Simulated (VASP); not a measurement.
# MgO (Fm-3m) in VASP: Born charges and dielectric tensor with LDA

Aim: the Born charges and dielectric tensor of MgO with LDA.

All numbers are computed with VASP 6.6.1; they aren't measurements. Logs are shortened: lines on timing, memory, paths and dates and some standing lists are left out, and cuts for length are marked.

**Experimental background.**

“Electronic structure of alkaline earth and post-transition metal oxides”, 2009, arxiv:0908.1581 quotes, for a bulk crystal of MgO: band gap 7.83 eV.

From “Infrared Optical Properties of Ferropericlase (Mg1-xFexO): Experiment and Theory”, 2007, arxiv:0704.2267, for a bulk crystal of MgO at 295 K: high-frequency dielectric constant 2.95 ± 0.1.

The results are compared with them further down.

### 1 The crystal as given

Symmetry: Fm-3m, No. 225, cubic system. Conventional cell: a = 4.143 Å, b = 4.143 Å, c = 4.143 Å, α = 90.00°, β = 90.00°, γ = 90.00°. Mg (site symmetry m-3m) has 6 O at 2.07 Å as nearest neighbours. O (site symmetry m-3m) is surrounded by 6 Mg at 2.07 Å.

### 2 Born charges and dielectric tensor, LDA

Contents of INCAR:

```
PREC = Accurate
ENCUT = 600
EDIFF = 1E-8
ISMEAR = 0
SIGMA = 0.02
LREAL = F
LASPH = T
NELM = 80
ALGO = Normal
ISIF = 2
LWAVE = F
LCHARG = F
GGA = CA
LEPSILON = T
IBRION = 8
NSW = 1
```

Contents of KPOINTS:

```
regular mesh
0
Gamma
  10 10 10
```

Contents of POSCAR:

```
MgO
1.0
    0.0000000000      2.0715800000      2.0715800000
    2.0715800000      0.0000000000      2.0715800000
    2.0715800000      2.0715800000      0.0000000000
Mg O
1 1
Direct
    0.0000000000      0.0000000000      0.0000000000
    0.5000000000      0.5000000000      0.5000000000
```

Potentials or basis: VASP PAW LDA potentials, release 64 (Mg, O).

Launch:

```
$ cat potpaw_LDA.64/Mg/POTCAR potpaw_LDA.64/O/POTCAR > POTCAR
$ mpirun -np 1 vasp_std > vasp.out
```

OUTCAR:

```text
PREC = Accurate
   ENCUT = 600
   EDIFF = 1E-8
   ISMEAR = 0
   LREAL = F
   LASPH = T
   NELM = 80
   ISIF = 2
   GGA = CA
   LEPSILON = T
   IBRION = 8
   NSW = 1

 ion  position               nearest neighbor table
   1  0.000  0.000  0.000-   2 2.07   2 2.07   2 2.07   2 2.07   2 2.07   2 2.07
   2  0.500  0.500  0.500-   1 2.07   1 2.07   1 2.07   1 2.07   1 2.07   1 2.07

  LATTYP: Found a face centered cubic cell.
 ALAT       =     4.1431600000

  Lattice vectors:

 A1 = (   0.0000000000,   2.0715800000,   2.0715800000)
 A2 = (   2.0715800000,   0.0000000000,   2.0715800000)
 A3 = (   2.0715800000,   2.0715800000,   0.0000000000)

Analysis of symmetry for initial positions (statically):
=====================================================================
 Subroutine PRICEL returns:
 Original cell was already a primitive cell.

 Routine SETGRP: Setting up the symmetry group for a
 face centered cubic supercell.

 Subroutine GETGRP returns: Found 48 space group operations
 (whereof 48 operations were pure point group operations)
 out of a pool of 48 trial point group operations.

The static configuration has the point symmetry O_h .

Analysis of symmetry for dynamics (positions and initial velocities):
=====================================================================
 Subroutine PRICEL returns:
 Original cell was already a primitive cell.

 Routine SETGRP: Setting up the symmetry group for a
 face centered cubic supercell.

 Subroutine GETGRP returns: Found 48 space group operations
 (whereof 48 operations were pure point group operations)
 out of a pool of 48 trial point group operations.

The dynamic configuration has the point symmetry O_h .

 Subroutine INISYM returns: Found 48 space group operations
 (whereof 48 operations are pure point group operations),
 and found     1 'primitive' translations

----------------------------------------------------------------------------------------

                                     Primitive cell

  volume of cell :      17.7801

  direct lattice vectors                    reciprocal lattice vectors
     0.000000000  2.071580000  2.071580000    -0.241361666  0.241361666  0.241361666
     2.071580000  0.000000000  2.071580000     0.241361666 -0.241361666  0.241361666
     2.071580000  2.071580000  0.000000000     0.241361666  0.241361666 -0.241361666

  length of vectors
     2.929656532  2.929656532  2.929656532     0.418050668  0.418050668  0.418050668

  position of ions in fractional coordinates (direct lattice)
     0.000000000  0.000000000  0.000000000
     0.500000000  0.500000000  0.500000000

  ion indices of the primitive-cell ions
   primitive index   ion index
                 1           1
                 2           2

----------------------------------------------------------------------------------------

 KPOINTS: regular mesh

Automatic generation of k-mesh.
 Grid dimensions read from file:
 generate k-points for:   10   10   10

 Generating k-lattice:

  Cartesian coordinates                     Fractional coordinates (reciprocal lattice)
    -0.024136167  0.024136167  0.024136167     0.100000000  0.000000000  0.000000000
     0.024136167 -0.024136167  0.024136167     0.000000000  0.100000000  0.000000000
     0.024136167  0.024136167 -0.024136167     0.000000000  0.000000000  0.100000000
[... 413 lines left out ...]
  free energy    TOTEN  =        -0.10986067 eV

  energy without entropy =       -0.10986067

------------------------ aborting loop because EDIFF is reached ----------------------------------------

--------------------------------------- Ionic step        2  -------------------------------------------

------------------------ aborting loop because EDIFF is reached ----------------------------------------

--------------------------------------- Ionic step        3  -------------------------------------------

------------------------ aborting loop because EDIFF is reached ----------------------------------------

 PIEZOELECTRIC TENSOR FIELD DIRECTION 3  (e Angst)
 -----------------------------------------------------------------------------
    -0.00015  0.00000 -0.00000           ( -0.00001  0.00000 -0.00000)
     0.00000 -0.00015  0.00000           (  0.00000 -0.00001  0.00000)
    -0.00000 -0.00000 -0.00018           ( -0.00000  0.00000 -0.00001)

 PIEZOELECTRIC TENSOR FIELD DIRECTION 3  (C/m^2)
 -----------------------------------------------------------------------------
    -0.00014  0.00000 -0.00000
     0.00000 -0.00014  0.00000
    -0.00000 -0.00000 -0.00016

--------------------------------------- Ionic step        4  -------------------------------------------

------------------------ aborting loop because EDIFF is reached ----------------------------------------

[... ionic steps 5 to 6 ...]

--------------------------------------- Ionic step        7  -------------------------------------------

 Free energy of the ion-electron system (eV)
  ---------------------------------------------------
  ---------------------------------------------------
  free energy    TOTEN  =        -0.35278322 eV

  energy without entropy =       -0.35278322

------------------------ aborting loop because EDIFF is reached ----------------------------------------

 INTERNAL STRAIN TENSOR  FOR ION    2  DIRECTION 1   (eV/Angst):
 -----------------------------------------------------------------------------
    -0.00499 -0.00000  0.00000
    -0.00000  0.00713 -0.00000
    -0.00000 -0.00000  0.00713

 MACROSCOPIC STATIC DIELECTRIC TENSOR (including local field effects in DFT)
 ------------------------------------------------------
           3.090561     0.000000    -0.000000
          -0.000000     3.090561    -0.000000
           0.000000     0.000000     3.090561
 ------------------------------------------------------

 PIEZOELECTRIC TENSOR (including local field effects)  for field in x, y, z        (e  Angst)
          XX          YY          ZZ          XY          YZ          ZX
  --------------------------------------------------------------------------------
  x     0.00000     0.00000     0.00000     0.00000     0.00000     0.00000
  y     0.00000     0.00000     0.00000     0.00000     0.00000     0.00000
  z     0.00000     0.00000     0.00000     0.00000     0.00000     0.00000

 PIEZOELECTRIC TENSOR (including local field effects)  for field in x, y, z        (C/m^2)
          XX          YY          ZZ          XY          YZ          ZX
  --------------------------------------------------------------------------------
  x     0.00000     0.00000     0.00000     0.00000     0.00000     0.00000
  y     0.00000     0.00000     0.00000     0.00000     0.00000     0.00000
  z     0.00000     0.00000     0.00000     0.00000     0.00000     0.00000

 BORN EFFECTIVE CHARGES (including local field effects) (in |e|, cummulative output)
 ---------------------------------------------------------------------------------
 ion    1
    1     1.94770     0.00000     0.00000
    2    -0.00000     1.94770     0.00000
    3     0.00000     0.00000     1.94770
 ion    2
    1    -1.94770    -0.00000     0.00000
    2     0.00000    -1.94770     0.00000
    3     0.00000     0.00000    -1.94770

 INTERNAL STRAIN TENSOR FOR ION    2 for displacements in x,y,z  (eV/Angst):
          X           Y           Z          XY          YZ          ZX
  --------------------------------------------------------------------------------
  x     0.00000     0.00000     0.00000     0.00000     0.00000     0.00000
  y     0.00000     0.00000     0.00000     0.00000     0.00000     0.00000
  z     0.00000     0.00000     0.00000     0.00000     0.00000     0.00000

 SECOND DERIVATIVES (NOT SYMMETRIZED)
 ------------------------------------
               1X          1Y          1Z          2X          2Y          2Z
  1X    -6.428700    0.000000    0.000000    6.428700    0.000000    0.000000
  1Y     0.000000   -6.428700    0.000000    0.000000    6.428700    0.000000
  1Z     0.000000    0.000000   -6.428700    0.000000    0.000000    6.428700
  2X     6.423743    0.000000    0.000000   -6.423743    0.000000    0.000000
  2Y     0.000000    6.423743    0.000000    0.000000   -6.423743    0.000000
  2Z     0.000000    0.000000    6.423743    0.000000    0.000000   -6.423743

 Eigenvectors and eigenvalues of the dynamical matrix
 ----------------------------------------------------

   1 f  =   12.758011 THz    80.160949 2PiTHz  425.561448 cm-1    52.762871 meV
             X         Y         Z           dx          dy          dz
      0.000000  0.000000  0.000000     0.000000    0.630205    0.000000
      2.071580  2.071580  2.071580     0.000000   -0.776429    0.000000
[... 21 lines left out ...]
   6 f/i=    0.002408 THz     0.015129 2PiTHz    0.080318 cm-1     0.009958 meV
             X         Y         Z           dx          dy          dz
      0.000000  0.000000  0.000000     0.000000    0.000000    0.776429
      2.071580  2.071580  2.071580     0.000000    0.000000    0.630205

--------------------------------------------------------------------------------------------------------

 MACROSCOPIC STATIC DIELECTRIC TENSOR IONIC CONTRIBUTION
 ------------------------------------------------------
           6.007860     0.000000     0.000000
           0.000000     6.007860     0.000000
           0.000000     0.000000     6.007860
 ------------------------------------------------------

 ELASTIC MODULI CONTR FROM IONIC RELAXATION (kBar)
 Direction    XX          YY          ZZ          XY          YZ          ZX
 --------------------------------------------------------------------------------
 XX           0.0000      0.0000      0.0000      0.0000      0.0000      0.0000
 YY           0.0000      0.0000      0.0000      0.0000      0.0000      0.0000
 ZZ           0.0000      0.0000      0.0000      0.0000      0.0000      0.0000
 XY           0.0000      0.0000      0.0000      0.0000      0.0000      0.0000
 YZ           0.0000      0.0000      0.0000      0.0000      0.0000      0.0000
 ZX           0.0000      0.0000      0.0000      0.0000      0.0000      0.0000
 --------------------------------------------------------------------------------

 PIEZOELECTRIC TENSOR IONIC CONTR  for field in x, y, z        (C/m^2)
          XX          YY          ZZ          XY          YZ          ZX
  --------------------------------------------------------------------------------
  x     0.00000     0.00000     0.00000     0.00000     0.00000     0.00000
  y     0.00000     0.00000     0.00000     0.00000     0.00000     0.00000
  z     0.00000     0.00000     0.00000     0.00000     0.00000     0.00000
```

Wall time 68 s (1 thread of AMD EPYC 9R45 (Zen 5), shared host); peak memory 0.15 GiB.

What came out:

```yaml
Band_gap_on_the_k_mesh: 5.16 eV, direct
Electronic_dielectric_tensor_diagonal: 3.09
Born_charges_mean_of_the_diagonal: Mg +1.95; O -1.95 e
Highest_phonon_frequency_at_Γ_LO-TO_splitting_left_out: 426 cm⁻¹
```

Phonon frequencies in cm⁻¹ (negative: imaginary):
| q point | frequencies |
| --- | --- |
| (0.000, 0.000, 0.000) | 0 0 0 426 426 426 |

Electronic dielectric tensor:
```
3.09 0.00 0.00
0.00 3.09 0.00
0.00 0.00 3.09
```

Born effective charge tensors (e):
atom 1, Mg
```
1.95 0.00 0.00
0.00 1.95 0.00
0.00 0.00 1.95
```
atom 2, O
```
-1.95  0.00  0.00
 0.00 -1.95  0.00
 0.00  0.00 -1.95
```

### 3 Against experiment

Step 2. Against the measured gap of MgO, 7.83 eV (quoted in “Electronic structure of alkaline earth and post-transition metal oxides”, 2009, arxiv:0908.1581), the calculated 5.16 eV is off by -2.67 eV. The value is that of LDA, without temperature or zero-point motion. Semilocal functionals fall short of measured gaps as a rule. Measured high-frequency dielectric constant of MgO: 2.95 (295 K; “Infrared Optical Properties of Ferropericlase (Mg1-xFexO): Experiment and Theory”, 2007, arxiv:0704.2267). This calculation gives 3.09 (+4.8 %).
